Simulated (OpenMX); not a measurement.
## SiC (Moissanite 3C) under changes of volume

One of the cells (10.553 Å³/atom); the others are scaled copies at fixed shape and fractional positions:

```
Si C
1.0
     0.00000    2.19343    2.19343
     2.19343    0.00000    2.19343
     2.19343    2.19343    0.00000
Si C
1 1
Direct
  0.00000 0.00000 0.00000
  0.75000 0.75000 0.75000
```

```yaml
Program: OpenMX 3.8.5
Functional: PBE
Potentials_or_basis: OpenMX 2013 PBE set, Si7.0-s2p2d1, C6.0-s2p2d1, fixed grid of 27 × 27 × 27 points
k_mesh: 11 × 11 × 11
Occupations: fermi-dirac, width 0.05 eV
Spin: no spin polarisation
```

```tsv
volume (Å³/atom)	energy over the lowest point (meV/atom)	gap on the mesh (eV)
9.725	50.94	1.40
9.932	28.01	1.42
10.139	12.31	1.45
10.553	0.00	1.48
10.760	?	?
10.967	9.38	1.52
```

What does the run at 10.760 Å³/atom give?

Energy over the lowest point 2.23 meV/atom; gap on the mesh 1.50 eV.

Worked out: A Birch-Murnaghan fit of order 3 (a polynomial in V^(-2/3)) to the other rows has its minimum at 10.57 Å³/atom with B0 = V·E''(V) = 212 GPa and B' = 3.9. It gives 2.23 meV/atom at 10.760 Å³/atom, against the run's 2.23. A straight line through the other rows of the gap, of slope 0.987 eV per unit of ln V, gives 1.50 eV, against the run's 1.50.

Energies are extrapolated to zero smearing.

Caveats: an odd mesh through Γ misses points on the zone boundary, where band edges often lie; the basis of atomic orbitals isn't converged, which shifts pressures, moduli and gaps.
